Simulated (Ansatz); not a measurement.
Wanted: the native input for an Ansatz 0.2.0 run.

- Task: single point
- Functional: PBE
- Potentials or basis: Ansatz PAW
- Cutoff: 420 eV (not typed: the program's choice for these potentials)
- k mesh: 7 × 7 × 8
- Occupations: fermi-dirac, width 0.05 eV
- Spin: no spin polarisation

HfO2:

```
Hf O
1.0
     5.08032    0.00000    0.00000
     0.00000    5.16487    0.00000
     0.00000    0.00000    4.89088
Hf O
4 8
Direct
  0.22259 0.78180 0.27207
  0.72259 0.71820 0.72793
  0.77741 0.21820 0.27207
  0.27741 0.28180 0.72793
  0.18682 0.16365 0.10453
  0.68682 0.33635 0.89547
  0.81318 0.83635 0.10453
  0.31318 0.66365 0.89547
  0.00000 0.50000 0.48905
  0.50000 0.00000 0.51095
  0.00000 0.00000 0.57562
  0.50000 0.50000 0.42438
```

The cell comes from a database or a generator and needn't be the stable form of this composition.

These files were run (other wordings do the same):

input.yaml

```yaml
crystal:
  lattice:
    - [5.0803194, 0.0, 0.0]
    - [0.0, 5.16486745, 0.0]
    - [0.0, 0.0, 4.89088365]
  atoms:
    - { symbol: Hf, position: [0.22259082, 0.78179958, 0.27206794] }
    - { symbol: Hf, position: [0.72259082, 0.71820042, 0.72793206] }
    - { symbol: Hf, position: [0.77740918, 0.21820042, 0.27206794] }
    - { symbol: Hf, position: [0.27740918, 0.28179958, 0.72793206] }
    - { symbol: O, position: [0.18681532, 0.16364878, 0.10453462] }
    - { symbol: O, position: [0.68681532, 0.33635122, 0.89546538] }
    - { symbol: O, position: [0.81318468, 0.83635122, 0.10453462] }
    - { symbol: O, position: [0.31318468, 0.66364878, 0.89546538] }
    - { symbol: O, position: [0.0, 0.5, 0.48905445] }
    - { symbol: O, position: [0.5, 0.0, 0.51094555] }
    - { symbol: O, position: [0.0, 0.0, 0.57562499] }
    - { symbol: O, position: [0.5, 0.5, 0.42437501] }
hamiltonian:
  xc: pbe
  pseudopotentials: { kind: paw }
kpoints:
  mp_grid: { grid: [7, 7, 8] }
scf:
  occupations: { method: fermi_dirac, width: 0.05 }
output:
  forces: true
  stress: true
  eigenvalues: true
```

Potentials or basis: Ansatz PAW.

The run is started by

```sh
$ ansatz run input.yaml --threads 4 --pin off --max-ram 11264MiB --backend cpu --events-out ev --progress --plain --runs-dir out
```

It gave:

```
Pressure               : 9.9 GPa
Largest force          : 0.184 eV/Å
Band gap on the k mesh : 3.86 eV, direct
```

Caveat: odd divisions of the mesh miss points on the zone boundary, where band edges often lie, so the gap on the mesh can be too wide; the pressure holds a Pulay correction of +0.9 GPa for the finite cutoff; spin-orbit coupling is left out, which moves the levels of the heavy elements.

Run time: 22 s on 4 threads of Arm Neoverse V2, with other jobs on the host, peak memory 0.96 GiB.
